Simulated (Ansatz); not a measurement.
# ScAl3: the cost of one run

Method: DFT PBE, scalar-relativistic, plane waves, PAW, in Ansatz 0.2.0.

4 further runs of the same task are left out: 4 set aside as unsound or not needed.

**1. The structure to begin with**

The structure is cubic, space group Pm-3m (No. 221). Conventional cell: a = 4.105 Å, b = 4.105 Å, c = 4.105 Å, α = 90.00°, β = 90.00°, γ = 90.00°. Sc (site symmetry m-3m) has 12 Al at 2.90 Å as nearest neighbours. Al (site symmetry 4/mmm) has 4 Sc at 2.90 Å and 8 Al at 2.90 Å as nearest neighbours.

Structure file:

```cif
data_structure
_symmetry_space_group_name_H-M 'Pm-3m'
_symmetry_Int_Tables_number 221
_cell_length_a 4.1053
_cell_length_b 4.1053
_cell_length_c 4.1053
_cell_angle_alpha 90.000
_cell_angle_beta 90.000
_cell_angle_gamma 90.000
_cell_volume 69.19
loop_
_atom_site_label
_atom_site_type_symbol
_atom_site_symmetry_multiplicity
_atom_site_Wyckoff_symbol
_atom_site_fract_x
_atom_site_fract_y
_atom_site_fract_z
_atom_site_occupancy
Sc1 Sc 1 a 0.00000 0.00000 0.00000 1
Al1 Al 3 c 0.50000 0.00000 0.50000 1
```

It goes back to an entry of the Materials Project.

This cell was relaxed beforehand with the same method: volume 17.30 Å³/atom, gap on the mesh none (metal).

**2. Zero of energy**

Reference values: F = -3750.1419 eV; pressure 0.04 GPa; largest force 0.000 eV/Å; gap on the mesh none (metal). It was computed beforehand with the settings of the runs below.

**3. Next: a one-atom displacement scan**

Atom 1 (Sc) is moved by x along the Cartesian unit vector (0.707, -0.707, 0.000); the cell and all other atoms stay fixed. Forces below are components along that vector, summed over the moved atoms. In a periodic cell its images move with it.

**4. Point x = -0.100 Å**

Contents of input.yaml:

```yaml
crystal:
  lattice:
    - [4.1053305968, 0.0, 0.0]
    - [0.0, 4.1053305968, 0.0]
    - [0.0, 0.0, 4.1053305968]
  atoms:
    - { symbol: Sc, position: [-0.017224113, 0.017224113, 0.0] }
    - { symbol: Al, position: [0.5, 0.0, 0.5] }
    - { symbol: Al, position: [0.0, 0.5, 0.5] }
    - { symbol: Al, position: [0.5, 0.5, 0.0] }
basis:
  ecutwfc: 420
kpoints:
  mp_grid: { grid: [12, 12, 12] }
hamiltonian:
  xc: pbe
scf:
  occupations: { method: gaussian, width: 0.15 }
output:
  forces: true
  stress: true
  eigenvalues: true
```

Launch:

```
$ ansatz run input.yaml --threads 1 --pin off --max-ram 2560MiB --backend cpu --events-out ev --progress --plain --runs-dir out
```

What time and memory should one allow on 1 thread of Arm Neoverse V2, shared host?

About 25 s, with a peak of 0.58 GiB.
